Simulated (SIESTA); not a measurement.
**SnTe under changes of volume**

One of the cells (31.907 Å³/atom); the others are scaled copies at fixed shape and fractional positions:

```xyz
2
Lattice="0.0000 3.1717 3.1717 3.1717 0.0000 3.1717 3.1717 3.1717 0.0000" Properties=species:S:1:pos:R:3 pbc="T T T"
Te    3.1717    3.1717    3.1717
Sn    0.0000    0.0000    0.0000
```

| Property | Result |
| --- | --- |
| Program | SIESTA 5.4.2 |
| Functional | PBEsol |
| Potentials or basis | PseudoDojo 0.4 standard (PBEsol files) |
| Basis | DZP (energy shift 0.003 Ry; two zetas on semicore shells) |
| Grid cutoff | 500 Ry |
| Energy shift | 0.003 Ry |
| k mesh | 7 × 7 × 7 |
| Occupations | fermi-dirac, width 0.05 eV |
| Spin | no spin polarisation |

| volume (Å³/atom) | energy over the lowest point (meV/atom) | pressure (GPa) |
| --- | --- | --- |
| 29.404 | 22.01 | 3.9 |
| 30.030 | ? | ? |
| 30.656 | 2.60 | 1.4 |
| 31.907 | 0.00 | -0.6 |
| 32.532 | 3.96 | -1.4 |
| 33.158 | 10.96 | -2.1 |

Task: What does the run at 30.030 Å³/atom give?

Result: Energy over the lowest point 10.27 meV/atom; pressure 2.6 GPa.

Worked out: A Birch-Murnaghan fit of order 3 (a polynomial in V^(-2/3)) to the other rows has its minimum at 31.49 Å³/atom with B0 = V·E''(V) = 47 GPa and B' = 4.4. It gives 9.97 meV/atom at 30.030 Å³/atom, against the run's 10.27, and -dE/dV = 2.5 GPa, against 2.6.

Energies are extrapolated to zero smearing.

Caveats: the basis of atomic orbitals isn't converged, which shifts pressures, moduli and gaps.
